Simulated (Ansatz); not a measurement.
The system is Bi.

```xyz
1
Lattice="-1.9814 1.9814 1.9814 1.9814 -1.9814 1.9814 1.9814 1.9814 -1.9814" Properties=species:S:1:pos:R:3 pbc="T T T"
Bi    0.0000    0.0000    0.0000
```

This isn't the form of Bi at room conditions, which is rhombohedral.

| Quantity | Value |
| --- | --- |
| Program | Ansatz 0.2.0 |
| Task | relaxation of cell and atoms |
| Functional | B3LYP |
| Potentials or basis | Ansatz PAW |
| Cutoff | 420 eV (not typed: the program's choice for these potentials) |
| k mesh | 5 × 5 × 5 |
| Occupations | fermi-dirac, width 0.05 eV |
| Spin | no spin polarisation |

At the start: volume 31.12 Å³/atom.

Question: How do energy, volume and symmetry change on relaxing?

Answer: It ends after 4 steps and the volume is 32.19 Å³/atom (+3.4 %); space group Im-3m (No. 229, to 0.05 Å).

Step by step:
```csv
step,energy change (eV),largest force (eV/Å),volume (Å³)
1,0.0000,0.0000,31.12
2,-0.0052,0.0000,32.42
3,-0.0056,0.0000,32.19
4,-0.0058,0.0000,32.19
```

Final structure:
```
Bi
1.0
    -2.00386    2.00386    2.00386
     2.00386   -2.00386    2.00386
     2.00386    2.00386   -2.00386
Bi
1
Cartesian
  0.0000 0.0000 0.0000
```

Caveat: the k mesh is coarse (spacing up to 0.45 Å⁻¹), so the values aren't converged, least of all with exact exchange; the plane-wave basis is chosen anew once the cell has moved, so the energies of steps on either side of that aren't comparable; the PAW data sets come from PBE, with cores solved anew for the run's functional, which leaves a small shift of forces and pressure.
